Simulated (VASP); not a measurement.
# Ga2O3 from a squeezed to a stretched cell, part 3 of 3

How does Ga2O3 change with the volume? The starting structure is a measured crystal structure from the Crystallography Open Database. All runs use LDA. The equilibrium cell comes from relaxations that aren't shown. At each volume, shape and positions are relaxed as far as symmetry leaves them free.

VASP 6.6.1.

Results so far: the equilibrium volume 0.0 GPa; 0.96 of the equilibrium volume 7.9 GPa; 1.04 of the equilibrium volume -6.6 GPa; 0.98 of the equilibrium volume 3.8 GPa; 1.02 of the equilibrium volume -3.5 GPa.

## Step 8: Relaxation at 0.9 of the equilibrium volume

Level of this step: LDA; plane waves and PAW (Ga_d, O) (VASP).

File INCAR:

```
SYSTEM = Ga2O3
PREC = Accurate
ENCUT = 560
EDIFF = 1E-07
NELM = 100
ISMEAR = 0
SIGMA = 0.03
LREAL = .FALSE.
ALGO = Normal
GGA = CA
NBANDS = 54
LORBIT = 11
LWAVE = .FALSE.
LCHARG = .FALSE.
KPAR = 16
IBRION = 2
NSW = 50
ISIF = 4
EDIFFG = -0.003
```

File POSCAR:

```
Ga2O3
1.0
    5.8693834025     -1.4600473074      0.0056386340
    5.8693834025      1.4600473074      0.0056386340
   -1.3268784911      0.0000000000      5.4063061340
Ga O
4 6
Direct
    0.0908114772      0.0908114772      0.7952152172
    0.9091885228      0.9091885228      0.2047847828
    0.6589261805      0.6589261805      0.3143951955
    0.3410738195      0.3410738195      0.6856048045
    0.1660594260      0.1660594260      0.1095199084
    0.8339405740      0.8339405740      0.8904800916
    0.1730164814      0.1730164814      0.5617469259
    0.8269835186      0.8269835186      0.4382530741
    0.4964597459      0.4964597459      0.2556467543
    0.5035402541      0.5035402541      0.7443532457
```

File KPOINTS:

```
Automatic mesh
0
Gamma
8 8 4
0 0 0
```

Potentials, in the order of the species: Ga_d and O (LDA family, release 64).

Launch:

```console
$ mpirun -np 16 vasp_std
```

The program printed:

```text
[... set-up lines as in an earlier step ...]
 entering main loop
       N       E                     dE             d eps       ncg     rms          rms(c)
DAV:   1     0.125209984654E+04    0.12521E+04   -0.41951E+04 10080   0.324E+03
DAV:   2     0.199721848190E+03   -0.10524E+04   -0.99027E+03  8592   0.856E+02
DAV:   3    -0.561520174520E+02   -0.25587E+03   -0.24938E+03  9670   0.276E+02
DAV:   4    -0.762734822183E+02   -0.20121E+02   -0.19918E+02 10122   0.839E+01
[...]
DAV:  15    -0.673770475793E+02    0.57469E-06   -0.38519E-06 11528   0.213E-02    0.290E-03
DAV:  16    -0.673770475742E+02    0.50495E-08   -0.12398E-06  9982   0.773E-03    0.116E-03
DAV:  17    -0.673770475475E+02    0.26754E-07   -0.91172E-08  5618   0.600E-03
   1 F= -.67377048E+02 E0= -.67377048E+02  d E =-.673770E+02
[... from here on, the cycles between the ionic steps are left out ...]
   2 F= -.67417519E+02 E0= -.67417519E+02  d E =-.404717E-01
   5 F= -.67470872E+02 E0= -.67470872E+02  d E =-.503869E-01
   9 F= -.67514305E+02 E0= -.67514305E+02  d E =-.158045E-01
  13 F= -.67534568E+02 E0= -.67534568E+02  d E =-.306791E-02
  17 F= -.67540264E+02 E0= -.67540264E+02  d E =-.569605E-02
  21 F= -.67558503E+02 E0= -.67558503E+02  d E =-.132313E-01
  25 F= -.67583572E+02 E0= -.67583572E+02  d E =-.220862E-01
  29 F= -.67610736E+02 E0= -.67610736E+02  d E =-.256730E-01
  33 F= -.67633109E+02 E0= -.67633109E+02  d E =-.662332E-02
  37 F= -.67640074E+02 E0= -.67640074E+02  d E =-.303088E-02
  41 F= -.67642140E+02 E0= -.67642140E+02  d E =-.561236E-03
  45 F= -.67642411E+02 E0= -.67642411E+02  d E =-.691940E-04
  49 F= -.67642463E+02 E0= -.67642463E+02  d E =-.517604E-04
  50 F= -.67642486E+02 E0= -.67642486E+02  d E =-.232688E-04
 trial-energy change:   -0.000023  1 .order   -0.000024   -0.000034   -0.000015
 step:   1.1921(harm=  1.1921)  dis= 0.00092  next Energy=   -67.642492 (dE=-0.296E-04)
```

Elapsed: 15 min, on 16 MPI ranks of AMD EPYC 9R45, shared host; peak memory 8.5 GiB.

OUTCAR, selected parts (step 8):

```text
  Total        8.2908651      8.2950278      8.2964320      0.0000000      0.0000000      0.0195721
  in kB      143.3236994    143.3956588    143.4199334      0.0000000      0.0000000      0.3383417
  external PRESSURE =     143.3797639 kB  Pullay stress =       0.0000000 kB

 POSITION                                       TOTAL-FORCE (eV/Angst)
 -----------------------------------------------------------------------------------
      0.20255      0.00000      4.78261        -0.004837      0.000000      0.005108
      9.25631      0.00000      0.72521         0.004837      0.000000     -0.005108
      6.61148      0.00000      1.68597        -0.000527      0.000000      0.002874
      2.84738      0.00000      3.82186         0.000527      0.000000     -0.002874
      1.96621      0.00000      0.73907        -0.006291      0.000000     -0.003196
      7.49265      0.00000      4.76875         0.006291      0.000000      0.003196
      0.96986      0.00000      3.09083        -0.003342      0.000000     -0.004006
      8.48900      0.00000      2.41699         0.003342      0.000000      0.004006
      4.89682      0.00000      1.05314        -0.001921      0.000000      0.002574
      4.56204      0.00000      4.45468         0.001921      0.000000     -0.002574
 -----------------------------------------------------------------------------------
    total drift:                                0.000000     -0.000000     -0.000000

  FREE ENERGIE OF THE ION-ELECTRON SYSTEM (eV)
  ---------------------------------------------------
  free  energy   TOTEN  =       -67.6424860856 eV

  energy  without entropy=      -67.6424860856  energy(sigma->0) =      -67.64248609

[... 1 part as in an earlier step ...]

[... 2 further parts left out ...]
[key lines of the parts left out:]
E-fermi :   5.0457
```

The relaxation used up its 50 ionic steps (NSW) before forces and stress met EDIFFG.

## Step 9: Relaxation at 1.06 of the equilibrium volume

INCAR is that of step 8.

POSCAR, as its differences from that of step 8:

```diff
@@ -2,5 +2,5 @@
 1.0
-    5.8693834025     -1.4600473074      0.0056386340
-    5.8693834025      1.4600473074      0.0056386340
-   -1.3268784911      0.0000000000      5.4063061340
+    6.1984095033     -1.5418946906      0.0059547248
+    6.1984095033      1.5418946906      0.0059547248
+   -1.4012606922      0.0000000000      5.7093730330
 Ga O
```

KPOINTS is that of step 8.

Launch:

```console
$ mpirun -np 16 vasp_std
```

The program printed:

```text
[... set-up lines as in an earlier step ...]
 entering main loop
       N       E                     dE             d eps       ncg     rms          rms(c)
DAV:   1     0.122298532498E+04    0.12230E+04   -0.42263E+04  9980   0.307E+03
DAV:   2     0.198004173122E+03   -0.10250E+04   -0.96780E+03  8648   0.837E+02
DAV:   3    -0.551769067100E+02   -0.25318E+03   -0.24631E+03  9802   0.266E+02
DAV:   4    -0.761127299389E+02   -0.20936E+02   -0.20702E+02 10430   0.824E+01
[...]
DAV:  15    -0.680260856387E+02    0.73775E-06   -0.27811E-06 13012   0.385E-02    0.260E-03
DAV:  16    -0.680260857379E+02   -0.99128E-07   -0.18620E-06  9910   0.897E-03    0.622E-04
DAV:  17    -0.680260857457E+02   -0.78417E-08   -0.16191E-07  6290   0.924E-03
   1 F= -.68026086E+02 E0= -.68026086E+02  d E =-.680261E+02
[... from here on, the cycles between the ionic steps are left out ...]
   2 F= -.68039099E+02 E0= -.68039099E+02  d E =-.130134E-01
   3 F= -.68039736E+02 E0= -.68039736E+02  d E =-.136504E-01
   4 F= -.68048750E+02 E0= -.68048750E+02  d E =-.901407E-02
   5 F= -.68049984E+02 E0= -.68049984E+02  d E =-.102477E-01
   6 F= -.68055592E+02 E0= -.68055592E+02  d E =-.560801E-02
   7 F= -.68055662E+02 E0= -.68055662E+02  d E =-.567785E-02
   8 F= -.68057940E+02 E0= -.68057940E+02  d E =-.227845E-02
   9 F= -.68058024E+02 E0= -.68058024E+02  d E =-.236279E-02
  10 F= -.68059687E+02 E0= -.68059687E+02  d E =-.166250E-02
  11 F= -.68059719E+02 E0= -.68059719E+02  d E =-.169478E-02
  12 F= -.68059929E+02 E0= -.68059929E+02  d E =-.209445E-03
  13 F= -.68059959E+02 E0= -.68059959E+02  d E =-.239777E-03
  14 F= -.68059979E+02 E0= -.68059979E+02  d E =-.202521E-04
  15 F= -.68059980E+02 E0= -.68059980E+02  d E =-.205571E-04
  16 F= -.68059985E+02 E0= -.68059985E+02  d E =-.505223E-05
 trial-energy change:   -0.000005  1 .order   -0.000005   -0.000008   -0.000002
 step:   1.5798(harm=  1.5798)  dis= 0.00034  next Energy=   -68.059985 (dE=-0.564E-05)
 reached required accuracy - stopping structural energy minimisation
```

Elapsed: 4.8 min, on 16 MPI ranks; peak memory 9.5 GiB; 76 min of CPU time.

Parts of OUTCAR (step 9):

```text
  Total       -6.4402015     -6.4334157     -6.4511281      0.0000000      0.0000000      0.0020105
  in kB      -94.5266481    -94.4270491    -94.6870236      0.0000000      0.0000000      0.0295097
  external PRESSURE =     -94.5469069 kB  Pullay stress =       0.0000000 kB

 POSITION                                       TOTAL-FORCE (eV/Angst)
 -----------------------------------------------------------------------------------
     -0.00403      0.00000      4.51807        -0.000109      0.000000     -0.001723
     11.07523      0.00000      1.18898         0.000109      0.000000      0.001723
      7.76191      0.00000      1.80881         0.001191      0.000000     -0.001961
      3.30929      0.00000      3.89824        -0.001191      0.000000      0.001961
      1.83051      0.00000      0.63182        -0.000004      0.000000     -0.002678
      9.24069      0.00000      5.07523         0.000004      0.000000      0.002678
      1.38265      0.00000      3.22652        -0.001315      0.000000      0.001234
      9.68855      0.00000      2.48053         0.001315      0.000000     -0.001234
      5.82041      0.00000      1.48345         0.002301      0.000000      0.000972
      5.25079      0.00000      4.22360        -0.002301      0.000000     -0.000972
 -----------------------------------------------------------------------------------
    total drift:                                0.000000      0.000000     -0.000000

  FREE ENERGIE OF THE ION-ELECTRON SYSTEM (eV)
  ---------------------------------------------------
  free  energy   TOTEN  =       -68.0599846151 eV

  energy  without entropy=      -68.0599846151  energy(sigma->0) =      -68.05998462

[... 2 parts as in an earlier step ...]

[... 2 further parts left out ...]
[key lines of the parts left out:]
E-fermi :   3.3482
```

1.06 of the equilibrium volume: 10.916 Å³ an atom and a pressure of -9.45 GPa, and 1.983 eV of gap on the mesh. Further runs on this cell, not shown, give the modes Ag (10) 704.6, Bu (8) 686.2, Ag (1) 106.3 cm⁻¹.

## Step 10: The runs compared

```
                           run          ended  volume (Å³/atom)  pressure (GPa)  gap on the mesh (eV)  Ag (10)  Bu (8)  Ag (1)  core minutes
 0.9 of the equilibrium volume  not converged                 -               -                     -        -       -       -         245.0
0.92 of the equilibrium volume  not converged                 -               -                     -        -       -       -         243.0
0.96 of the equilibrium volume      converged             9.886            7.85                 2.761    790.9   770.6   109.4         139.0
0.98 of the equilibrium volume      converged            10.092            3.76                 2.596    774.1   753.9   109.0          95.5
        the equilibrium volume      converged            10.298           -0.01                 2.437    756.9   736.7   108.4          10.7
1.02 of the equilibrium volume      converged            10.504           -3.47                 2.282    739.3   719.7   107.7          74.9
1.04 of the equilibrium volume      converged             10.71           -6.61                  2.13    722.0   702.9   107.0          95.0
1.06 of the equilibrium volume      converged            10.916           -9.45                 1.983    704.6   686.2   106.3          76.0
```

Modes are in cm⁻¹ and matched by symmetry and order, imaginary ones as negative numbers. A number in brackets counts the listed modes of one symmetry from the lowest. The symmetry labels come from an automatic analysis and can be wrong where levels nearly coincide. Core minutes are wall time times ranks of the run shown, on a shared host.

## Step 11: Outcome

- pressure at 0.96 of the equilibrium volume: 7.85 GPa
- pressure at 0.98 of the equilibrium volume: 3.76 GPa
- pressure at the equilibrium volume: -0.01 GPa
- pressure at 1.02 of the equilibrium volume: -3.47 GPa
- pressure at 1.04 of the equilibrium volume: -6.61 GPa
- pressure at 1.06 of the equilibrium volume: -9.45 GPa

What this shows: Between 0.96 of the equilibrium volume and 1.06 of the equilibrium volume the pressure on Ga2O3 goes from 7.9 to -9.5 GPa. Over this range the gap on the mesh falls or stays level: 2.76, 2.60, 2.44, 2.28, 2.13, 1.98 eV. Semilocal functionals give gaps that are too small, spin-orbit coupling is left out, and the mesh may miss the true band edges, by more at some strains than at others. Where bands change their order, the gap's trend can turn. The Ag (10) mode goes from 791 to 705 cm⁻¹, a mean mode Grüneisen parameter of 1.2. The Bu (8) mode goes from 771 to 686 cm⁻¹, a mean mode Grüneisen parameter of 1.2. The Ag (1) mode goes from 109 to 106 cm⁻¹, a mean mode Grüneisen parameter of 0.3. The frequencies are harmonic, and the splitting of polar modes by their long-range field is left out. No result to use came from 0.92 of the equilibrium volume and 0.9 of the equilibrium volume. Further runs on this material are not shown.

[Lines on the potential files, build, host, timing and source positions are cut from VASP's logs without a mark.]

[Logs are printed without paths, hosts, clocks, repeated set-up lines and the standing remarks that a program may print on its own settings, such as how far it seeks lower states.]

[Hosts, paths, dates, database ids (printed as entryN), source tags and the programs' standing remarks are cut or masked in the printed files.]
